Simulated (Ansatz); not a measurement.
# NaH (Fm-3m): from strained cells to moduli

```xyz
2
Lattice="0.0000 2.3455 2.3455 2.3455 0.0000 2.3455 2.3455 2.3455 0.0000" Properties=species:S:1:pos:R:3 pbc="T T T"
Na    0.0000    0.0000    0.0000
H     2.3455    2.3455    2.3455
```

The conventional cell has a = 4.691 Å, b = 4.691 Å, c = 4.691 Å, α = 90.00°, β = 90.00°, γ = 90.00°. Na (atom 1) is surrounded by 6 H at 2.35 Å. H (atom 2) has 6 Na at 2.35 Å as nearest neighbours.

Computed, not measured; unless marked otherwise by LDA, all-electron LAPW in Ansatz 0.2.0, scalar-relativistic. k mesh 8×8×8, fixed occupations, basis error target 1 meV/atom. The cell was relaxed by PAW under this functional, which moved its volume by -11 % from the database entry's. This phase needn't be the one found at ambient conditions.

The cell is cubic and carries a residual pressure of -0.03 GPa at this level. Each strain component that symmetry leaves independent is applied at ±0.008 and ±0.016, the ions relax wherever a strain frees them, and the stress (tension positive, GPa) is read. Shears are engineering strains, γ = 2ε.

| strain | size | σxx | σyy | σzz | σyz | σxz | σxy |
| --- | --- | --- | --- | --- | --- | --- | --- |
| xx | -0.016 | -0.9281 | -0.1943 | -0.1943 | 0.0000 | 0.0000 | 0.0000 |
| xx | -0.008 | -0.4318 | -0.0813 | -0.0813 | 0.0000 | 0.0000 | 0.0000 |
| xx | +0.008 | 0.4524 | 0.1325 | 0.1325 | 0.0000 | 0.0000 | 0.0000 |
| xx | +0.016 | 0.8448 | 0.2335 | 0.2335 | 0.0000 | 0.0000 | 0.0000 |
| yz | -0.016 | 0.0331 | 0.0234 | 0.0234 | -0.3905 | 0.0000 | 0.0000 |
| yz | -0.008 | 0.0290 | 0.0266 | 0.0266 | -0.1952 | 0.0000 | 0.0000 |
| yz | +0.008 | 0.0290 | 0.0266 | 0.0266 | 0.1952 | 0.0000 | 0.0000 |
| yz | +0.016 | 0.0331 | 0.0234 | 0.0234 | 0.3905 | 0.0000 | 0.0000 |

The slope is [8(σ(+δ) − σ(−δ)) − (σ(+2δ) − σ(−2δ))]/(12δ), and the program imposes the crystal's symmetry on the matrix.

(1) What are the independent elastic constants?

(2) Do they meet the Born conditions?

(3) What moduli does a random aggregate of grains have?

(4) With the density of 1.544 g/cm³, how fast does sound travel, and what Debye temperature follows?

(5) How far do the constants move if PAW replaces LAPW in the same cell?

Answers

(1) C11 = 55.2, C12 = 13.4, C44 = 24.4 GPa.

(2) C11 − C12 = 41.9, C11 + 2C12 = 81.9 and C44 = 24.4 GPa must all be positive, so the crystal is elastically stable; that says nothing yet of its phonons.

(3) B = (C11 + 2C12)/3 = 27.3 GPa. G_V = (C11 − C12 + 3C44)/5 = 23.0 and G_R = 5(C11 − C12)C44/(4C44 + 3(C11 − C12)) = 22.9, so G_H = 22.9 GPa. Then E = 9BG/(3B + G) = 53.8 GPa, ν = (3B − 2G)/(6B + 2G) = 0.172 and B/G = 1.19, on the brittle side of Pugh's 1.75 (a rule of thumb, made for metals; it doesn't predict ductility here).

(4) 

```
direction  slow (m/s)  middle (m/s)  fast (m/s)
    [100]        3975          3975        5980
    [110]        3682          3975        6165
    [111]        3782          3782        6225
```

The mean of v⁻³ over directions and branches gives v_m = 4241 m/s and θ_D = (ħ/k_B) v_m (6π²n)^(1/3) = 538 K, n being atoms per volume. Young's modulus spans 50 to 56 GPa over directions, and the universal anisotropy index is 0.03.

(5) 

| constant | LAPW (GPa) | PAW (GPa) | difference |
| --- | --- | --- | --- |
| C11 | 55.2 | 55.1 | -0.1 |
| C12 | 13.4 | 13.4 | 0.0 |
| C44 | 24.4 | 24.3 | -0.1 |

Keep in mind: the frozen-core PAW files of the compared runs were fitted under PBE, their cores solved anew for this functional.
